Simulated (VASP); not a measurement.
# Bi (Im-3m) in VASP: notebook

The runs below take Bi through relaxation of cell and atoms, with PBEsol.

Program: VASP 6.6.1. These are calculated values, not measurements. Logs are shortened: lines on timing, memory, paths and dates and some standing lists are left out, and cuts for length are marked.

**1. The crystal as given**

The structure is cubic, space group Im-3m (No. 229). Conventional cell: a = 3.963 Å, b = 3.963 Å, c = 3.963 Å, α = 90.00°, β = 90.00°, γ = 90.00°. Around Bi (site symmetry m-3m) lie 8 Bi at 3.43 Å.

This isn't the form of Bi at room conditions, which is rhombohedral.

**2. Relaxation of cell and atoms, PBEsol**

INCAR

```
SYSTEM = Bi
PREC = Accurate ; ENCUT = 600
EDIFF = 1E-6 ; ISMEAR = 1
SIGMA = 0.1 ; LREAL = .False.
LASPH = .True. ; NELM = 80
ALGO = Normal ; ISIF = 3
LWAVE = .False. ; LCHARG = .False.
GGA = PS ; IBRION = 2
NSW = 90 ; EDIFFG = -0.01
```

KPOINTS

```
regular mesh
0
Gamma
  14 14 14
  0 0 0
```

POSCAR

```
Bi
1.0
   -1.9814305300      1.9814305300      1.9814305300
    1.9814305300     -1.9814305300      1.9814305300
    1.9814305300      1.9814305300     -1.9814305300
Bi
1
Direct
    0.0000000000      0.0000000000      0.0000000000
```

Potentials or basis: VASP PAW PBE potentials, release 64 (Bi_d).

Launch:

```sh
$ cat potpaw_PBE.64/Bi_d/POTCAR > POTCAR
$ mpirun -np 1 vasp_std > vasp.out
```

OUTCAR:

```text
SYSTEM = Bi
   PREC = Accurate
   ENCUT = 600
   EDIFF = 1E-6
   ISMEAR = 1
   LREAL = .False.
   LASPH = .True.
   NELM = 80
   ISIF = 3
   GGA = PS
   IBRION = 2
   NSW = 90
   EDIFFG = -0.01

 ion  position               nearest neighbor table
   1  0.000  0.000  0.000-

  LATTYP: Found a body centered cubic cell.
 ALAT       =     3.9628610600

  Lattice vectors:

 A1 = (  -1.9814305300,   1.9814305300,   1.9814305300)
 A2 = (   1.9814305300,  -1.9814305300,   1.9814305300)
 A3 = (   1.9814305300,   1.9814305300,  -1.9814305300)

Analysis of symmetry for initial positions (statically):
=====================================================================
 Subroutine PRICEL returns:
 Original cell was already a primitive cell.

 Routine SETGRP: Setting up the symmetry group for a
 body centered cubic supercell.

 Subroutine GETGRP returns: Found 48 space group operations
 (whereof 48 operations were pure point group operations)
 out of a pool of 48 trial point group operations.

The static configuration has the point symmetry O_h .

Analysis of symmetry for dynamics (positions and initial velocities):
=====================================================================
 Subroutine PRICEL returns:
 Original cell was already a primitive cell.

 Routine SETGRP: Setting up the symmetry group for a
 body centered cubic supercell.

 Subroutine GETGRP returns: Found 48 space group operations
 (whereof 48 operations were pure point group operations)
 out of a pool of 48 trial point group operations.

The dynamic configuration has the point symmetry O_h .

 Subroutine INISYM returns: Found 48 space group operations
 (whereof 48 operations are pure point group operations),
 and found     1 'primitive' translations

----------------------------------------------------------------------------------------

                                     Primitive cell

  volume of cell :      31.1169

  direct lattice vectors                    reciprocal lattice vectors
    -1.981430530  1.981430530  1.981430530     0.000000000  0.252342937  0.252342937
     1.981430530 -1.981430530  1.981430530     0.252342937  0.000000000  0.252342937
     1.981430530  1.981430530 -1.981430530     0.252342937  0.252342937  0.000000000

  length of vectors
     3.431938350  3.431938350  3.431938350     0.356866804  0.356866804  0.356866804

[... 99 lines left out ...]
  volume/ion in A,a.u.               =      31.12       209.99
  Fermi-wavevector in a.u.,A,eV,Ry     =   1.283630  2.425708 22.418388  1.647705
  Thomas-Fermi vector in A             =   2.415871
   LORBIT       =      0    0 simple, 1 ext, 2 COOP (PROOUT), +10 PAW based schemes
   GGA     = PS    functional components
   LHFCALC =     F    Hartree Fock is set to
   AEXX    =    0.0000 exact exchange contribution
   IVDW    =     0    specifies the selected vdW correction
   LEPSILON=     F    determine dielectric tensor
   LRPA    =     F    only Hartree local field effects (RPA)
 conjugate gradient relaxation of ions
 non-spin polarized calculation
 Methfessel and Paxton  Order N= 1 SIGMA  =   0.10
  energy-cutoff  :      600.00
  volume of cell :       31.12
 maximum number of plane-waves:      1055
   NGX = 13   NGY = 13   NGZ = 13

--------------------------------------- Ionic step        1  -------------------------------------------

 number of electron      14.9999994 magnetization

 Free energy of the ion-electron system (eV)
  ---------------------------------------------------
  ext. energy  EPLUGINS =         0.00000000
  ---------------------------------------------------
  free energy    TOTEN  =        -4.20591952 eV

  energy without entropy =       -4.20520674  energy(sigma->0) =       -4.20568193

------------------------ aborting loop because EDIFF is reached ----------------------------------------

  FORCE on cell =-STRESS in cart. coord.  units (eV):
  Direction    XX          YY          ZZ          XY          YZ          ZX
  --------------------------------------------------------------------------------------
  -------------------------------------------------------------------------------------
  Total       -0.4109715     -0.4109715     -0.4109715      0.0000000     -0.0000000      0.0000000
  in kB      -21.1604923    -21.1604923    -21.1604923      0.0000000     -0.0000000      0.0000000
  external PRESSURE =     -21.1604923 kB  Pullay stress =       0.0000000 kB
[... 57 lines left out ...]
--------------------------------------- Ionic step        3  -------------------------------------------

 number of electron      15.0000000 magnetization

 Free energy of the ion-electron system (eV)
  ---------------------------------------------------
  ext. energy  EPLUGINS =         0.00000000
  ---------------------------------------------------
  free energy    TOTEN  =        -4.21406605 eV

  energy without entropy =       -4.21346854  energy(sigma->0) =       -4.21386688

 E-fermi :   8.1598     XC(G=0): -10.6284

 val. band max:        8.1458962474   @ k =  -0.3571   0.3571   0.2857
 cond. band min:       8.1698402487   @ k =  -0.4286   0.4286   0.2857
 fundamental gap:      0.0239440013
 Fermi energy:         8.1597630365

 k-point     1 :       0.0000    0.0000    0.0000
  band No.  band energies     occupation
      1     -14.7475      2.00000
      2     -14.7475      2.00000
      3     -14.7475      2.00000
      4     -14.5993      2.00000
      5     -14.5993      2.00000
      6      -5.5720      2.00000
      7      13.6418      0.00000
      8      13.6418      0.00000
      9      13.6418      0.00000
     10      17.8544      0.00000
     11      18.7250      0.00000
[... 309 lines left out ...]
 k-point    24 :       0.3571    0.2857   -0.0000
  band No.  band energies     occupation
      1     -14.7572      2.00000
      2     -14.6607      2.00000
      3     -14.6379      2.00000
      4     -14.5934      2.00000
      5     -14.5662      2.00000
      6      -1.7990      2.00000
      7       4.3081      2.00000
      8       5.4163      2.00000
      9      10.6700      0.00000
     10      17.0121      0.00000
     11      18.8532      0.00000

 [... further k-points ...]

------------------------ aborting loop because EDIFF is reached ----------------------------------------

  FORCE on cell =-STRESS in cart. coord.  units (eV):
  Direction    XX          YY          ZZ          XY          YZ          ZX
  --------------------------------------------------------------------------------------
  -------------------------------------------------------------------------------------
  Total        0.0036351      0.0036351      0.0036351      0.0000000     -0.0000000      0.0000000
  in kB        0.1946132      0.1946132      0.1946132      0.0000000     -0.0000000      0.0000000
  external PRESSURE =       0.1946132 kB  Pullay stress =       0.0000000 kB
[... 16 lines left out ...]
  FREE ENERGIE OF THE ION-ELECTRON SYSTEM (eV)
  ---------------------------------------------------
  free  energy   TOTEN  =        -4.2140660500 eV

  energy  without entropy=       -4.2134685448  energy(sigma->0) =       -4.21386688

 reached required accuracy - stopping structural energy minimisation
```

CONTCAR:

```text
Bi
   1.00000000000000
    -1.9558354706507048    1.9558354706507048    1.9558354706507048
     1.9558354706507048   -1.9558354706507048    1.9558354706507048
     1.9558354706507048    1.9558354706507048   -1.9558354706507048
  Bi
     1
Direct
     0.0000000000000000    0.0000000000000000    0.0000000000000000

  0.00000000E+00  0.00000000E+00  0.00000000E+00
```

Wall time 52 s (1 thread of Intel Xeon Platinum 8375C at 2.90GHz (Ice Lake), shared host); peak memory 0.19 GiB.

Results:

| Item | Value |
| --- | --- |
| Free energy | -4.2141 eV |
| Relaxed volume | 29.93 Å³/atom |
| Relaxed cell | a = 3.388 Å, b = 3.388 Å, c = 3.388 Å, α = 109.47°, β = 109.47°, γ = 109.47° |
| Space group after relaxing (to 0.05 Å) | Im-3m (No. 229) |
| Energy gained by relaxing | 8.1 meV/atom |
| Ionic steps | 3 |
| Pressure after relaxing | 0.0 GPa |
| Band gap on the k mesh | none (metal or under the smearing width) |

Step by step:
```csv
step,energy change (eV),largest force (eV/Å),pressure (GPa),volume (Å³)
1,0.0000,0.0000,-2.12,31.12
2,-0.0057,0.0000,1.28,29.30
3,-0.0081,0.0000,0.02,29.93
```

Final structure:
```
Bi
1.0
    -1.95584    1.95584    1.95584
     1.95584   -1.95584    1.95584
     1.95584    1.95584   -1.95584
Bi
1
Direct
  0.00000 0.00000 0.00000
```

Caveat: the PAW data sets were made with another functional, which shifts forces and pressure a little; spin-orbit coupling is left out, which moves the levels of the heavy elements.

**3. Relaxation of cell and atoms, PBEsol**

This run uses another cell than the first one, of 29.93 Å³/atom, 0.962 times its volume.

INCAR

```
SYSTEM = Bi
PREC = Accurate ; ENCUT = 600
EDIFF = 1E-7 ; ISMEAR = 1
SIGMA = 0.1 ; LREAL = .False.
LASPH = .True. ; NELM = 80
ALGO = Normal ; ISIF = 3
LWAVE = .False. ; LCHARG = .False.
GGA = PS ; IBRION = 2
NSW = 90 ; EDIFFG = -0.005
```

KPOINTS is that of step 2.

POSCAR

```
Bi                                      
1.0
   -1.9558354707      1.9558354707      1.9558354707
    1.9558354707     -1.9558354707      1.9558354707
    1.9558354707      1.9558354707     -1.9558354707
  Bi            
     1
Direct
     0.0000000000000000    0.0000000000000000    0.0000000000000000
```

Potentials or basis: VASP PAW PBE potentials, release 64 (Bi_d).

Launch:

```sh
$ cat potpaw_PBE.64/Bi_d/POTCAR > POTCAR
$ mpirun -np 1 vasp_std > vasp.out
```

Wall time 23 s (1 thread of Intel Xeon Platinum 8375C at 2.90GHz (Ice Lake), shared host); peak memory 0.18 GiB.

It converged, with:

* Free energy: -4.2139 eV
* Pressure after relaxing: 0.0 GPa
* Band gap on the k mesh: none (metal or under the smearing width)

Final structure:
```cif
data_structure
_symmetry_space_group_name_H-M 'P 1'
_symmetry_Int_Tables_number 1
_cell_length_a 3.3876
_cell_length_b 3.3876
_cell_length_c 3.3876
_cell_angle_alpha 109.471
_cell_angle_beta 109.471
_cell_angle_gamma 109.471
_cell_volume 29.93
loop_
_atom_site_label
_atom_site_type_symbol
_atom_site_fract_x
_atom_site_fract_y
_atom_site_fract_z
_atom_site_occupancy
Bi1 Bi 0.00000 0.00000 0.00000 1
```

Levels at points of the mesh, in eV from the Fermi level:
```
           k point  band 5  band 6  band 7  band 8  band 9  band 10
(0.00, 0.00, 0.00)  -22.76  -13.73    5.48    5.48    5.48     9.69
(0.50, 0.00, 0.00)  -22.67  -10.46   -5.23    1.73    3.64     6.18
(0.50, 0.50, 0.50)  -22.69   -8.17   -1.81   -1.81   -1.81     3.56
```

Caveat: the relaxation stopped at its first step, so nothing moved; the PAW data sets were made with another functional, which shifts forces and pressure a little; spin-orbit coupling is left out, which moves the levels of the heavy elements.
